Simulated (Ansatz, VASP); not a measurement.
# Ni in VASP and in Ansatz

```
Ni
1.0
     2.44802    0.00000    0.00000
    -1.22401    2.12005    0.00000
     0.00000    0.00000    4.07281
Ni
2
Cartesian
  1.2240 0.7067 3.0546
  0.0000 1.4134 1.0182
```

This isn't the form of Ni at room conditions, which is fcc.

Alike in both runs: functional LDA; k mesh 7 × 7 × 4; occupations fermi-dirac, width 0.05 eV; collinear spin.

|  | VASP | Ansatz |
| --- | --- | --- |
| version | VASP 6.6.1 | Ansatz 0.2.0 |
| potentials or method | VASP PAW LDA potentials, release 64 (Ni) | Ansatz PAW |
| plane-wave cutoff (eV) | 520 | 420 |
| valence electrons in the cell | 20 | 36 |
| task | single point | band structure |

|  | VASP | Ansatz | Ansatz less VASP |
| --- | --- | --- | --- |
| gap on the k mesh at the Fermi level (eV) | none | none | - |
| pressure (GPa) | -11.0 | -11.2 | -0.17 |
| largest component of the traceless stress (GPa) | 0.82 | 1.29 | +0.473 |
| net moment per atom (μB) | 0.54 | 0.58 | +0.044 |
| size of the moment on the site where the two differ most (μB) | 0.54 | 0.60 | +0.066 |

Site moments also hang on the region over which each program counts them. A gap of «none» marks a metal or a gap that the smearing closes. The two sets of potentials don't hold the same shells in valence.

Caveats: the k mesh is coarse (spacing up to 0.42 Å⁻¹), so the values aren't converged; the PAW data sets come from PBE, with cores solved anew for the run's functional, which leaves a small shift of forces and pressure (Ansatz).
